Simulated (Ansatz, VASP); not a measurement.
Two plane-wave programs on As

Contents of INCAR:

```
PREC = Accurate
ENCUT = 520
EDIFF = 1E-6
ISMEAR = -1
SIGMA = 0.1
LREAL = False
LASPH = True
NELM = 80
ALGO = Normal
ISIF = 2
LWAVE = False
LCHARG = False
GGA = B5
ALDAX = 1.0
AGGAX = 1.0
AGGAC = 1.0
ALDAC = 0.0
NBANDS = 12
```

File KPOINTS:

```
regular mesh
0
Gamma
  10 10 10
```

The input POSCAR:

```
As
1.0
    0.0000000000      3.2526213785      3.2526213785
    3.2526213785      0.0000000000      3.2526213785
    3.2526213785      3.2526213785      0.0000000000
As
2
Direct
    0.1250000000      0.1250000000      0.1250000000
    0.8750000000      0.8750000000      0.8750000000
```

Input for Ansatz:

```yaml
crystal:
  lattice:
    - [0.0, 3.2526213785, 3.2526213785]
    - [3.2526213785, 0.0, 3.2526213785]
    - [3.2526213785, 3.2526213785, 0.0]
  atoms:
    - { symbol: As, position: [0.125, 0.125, 0.125] }
    - { symbol: As, position: [0.875, 0.875, 0.875] }
hamiltonian:
  xc: blyp
  pseudopotentials:
    kind: paw
    azcp:
      As: "pseudopotentials/As.paw.azcp"
basis:
  ecutwfc: 420
  fft_grid_basis: typed
kpoints:
  mp_grid: { grid: [10, 10, 10], shift: [0, 0, 0] }
magnetization:
  spin_polarized: false
scf:
  occupations: { method: fermi_dirac, width: 0.1 }
  lower_state_search: "off"
output:
  stress: true
```

Alike in both runs: task single point; functional BLYP; k mesh 10 × 10 × 10; occupations fermi-dirac, width 0.1 eV; no spin polarisation.

|  | VASP | Ansatz |
| --- | --- | --- |
| version | VASP 6.6.1 | Ansatz 0.2.0 |
| potentials or method | VASP PAW PBE potentials, release 64 (As) | plane waves (420 eV) with PAW, scalar-relativistic |
| plane-wave cutoff (eV) | 520 | 420 |
| valence electrons in the cell | 10 | 30 |

Ansatz gave:

```
pressure (GPa) : -3.7
```

Problem. Which values does VASP return?

Solution. Pressure (GPa): -3.6.

With one functional, cell and mesh, what is left measures potentials, basis and numerics. The two sets of potentials don't hold the same shells in valence.

Caveats: the PAW data sets were made with another functional, which shifts forces and pressure a little (VASP).
